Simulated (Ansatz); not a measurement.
Data:

```
CELL_PARAMETERS angstrom
      4.35785     0.00000     0.00000
     -2.17893     3.77401     0.00000
      0.00000     0.00000     5.31934
ATOMIC_POSITIONS crystal
  Ge 0.40825 0.00000 0.83333
  Ge 0.00000 0.40825 0.16667
  Ge 0.59175 0.59175 0.50000
  O  0.33353 0.34500 0.75785
  O  0.65500 0.98853 0.09118
  O  0.01147 0.66647 0.42451
  O  0.98853 0.65500 0.90882
  O  0.34500 0.33353 0.24215
  O  0.66647 0.01147 0.57549
```

No spin polarisation.

The values are results of PBE/PAW in Ansatz (a program for electronic structure), no spin-orbit coupling, not measurements. Γ-centred 8×8×6 mesh, Fermi–Dirac width 0.05 eV.

### Question
What is the computed electron mass?

### Answer
0.31 mₑ along c, 0.33 mₑ across (at Γ).

### Question
Estimate the gap character.

### Answer
Indirect, K–Γ (62 % along) → Γ.

### Question
Estimate the band gap.

### Answer
3.22 eV.

Load acts through the strain it causes; cell and atoms are relaxed under it. Masses are band curvatures over ±0.01 Å⁻¹ around the edge. No phonon test of stability was made. Competing high-pressure phases were not computed. The cell was made from GeO$_{2}$ (space group P3_121, No. 152) by this change: pressure 30 GPa.
